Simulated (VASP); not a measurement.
A run of VASP 6.6.1:

The input INCAR:

```
SYSTEM = Au
ALGO = Normal
EDIFF = 1E-6
EDIFFG = -0.01
ENCUT = 600
GGA = PE
IBRION = 2
ISIF = 3
ISMEAR = 1
IVDW = 12
LASPH = .True.
LCHARG = .False.
LREAL = .False.
LWAVE = .False.
NELM = 80
NSW = 90
PREC = Accurate
SIGMA = 0.1
```

File KPOINTS:

```
k-points
0
Gamma
  18 18 18
  0 0 0
```

File POSCAR:

```
Au
1.0
    0.0000000000      2.0350000000      2.0350000000
    2.0350000000      0.0000000000      2.0350000000
    2.0350000000      2.0350000000      0.0000000000
Au
1
Direct
    0.0000000000      0.0000000000      0.0000000000
```

Potentials or basis: VASP PAW PBE potentials, release 64 (Au).

Command:

```bash
$ cat potpaw_PBE.64/Au/POTCAR > POTCAR
$ mpirun -np 1 vasp_std > vasp.out
```

Hardware: 1 thread of Intel(R) Xeon(R) Platinum 8375C CPU @ 2.90GHz (Ice Lake) (shared host).

Question: How long does it take, and how much memory?

Answer: Run time: 66 s on 1 thread of Intel(R) Xeon(R) Platinum 8375C CPU @ 2.90GHz (Ice Lake), with other jobs on the host, peak memory 0.18 GiB. Counts: scf iterations 25, k points 195, ion steps 3.
